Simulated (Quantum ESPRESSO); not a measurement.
Ti: equation of state with PBEsol

Ti:

```
Ti
1.0
    -1.64100    1.64100    1.64100
     1.64100   -1.64100    1.64100
     1.64100    1.64100   -1.64100
Ti
1
Direct
  0.00000 0.00000 0.00000
```

This isn't the form of Ti at room conditions, which is hcp.

```json
{
 "Program": "Quantum ESPRESSO 7.5",
 "Task": "equation of state",
 "Functional": "PBEsol",
 "Potentials or basis": "PseudoDojo 0.4 SR PBEsol stringent",
 "Cutoff": "1143 eV",
 "Density cutoff": "4572 eV",
 "k mesh": "9 × 9 × 9",
 "Occupations": "cold, width 0.05 eV",
 "Spin": "collinear spin, ferromagnetic start",
 "Starting moments": "[1.0] μB",
 "Mixing beta": "0.3",
 "Most SCF iterations": "120",
 "SCF threshold": "2e-10 Ry"
}
```

The equilibrium volume is 16.69 Å³/atom (rough: see the caveat) and the bulk modulus is 191 GPa (rough).

Energy against volume, from the lowest point:
```
volume (Å³/atom)  energy (meV/atom)
          16.616               0.00
          16.969               3.46
          17.323              11.98
          17.676              25.05
          18.030              45.56
          18.383              62.48
          18.737              82.71
```

All runs of the series together: 5.1 min on 1 thread of Arm Neoverse V2, with other jobs on the host.

Caveat: the fit is doubtful: noisy points or a state that changes with volume.
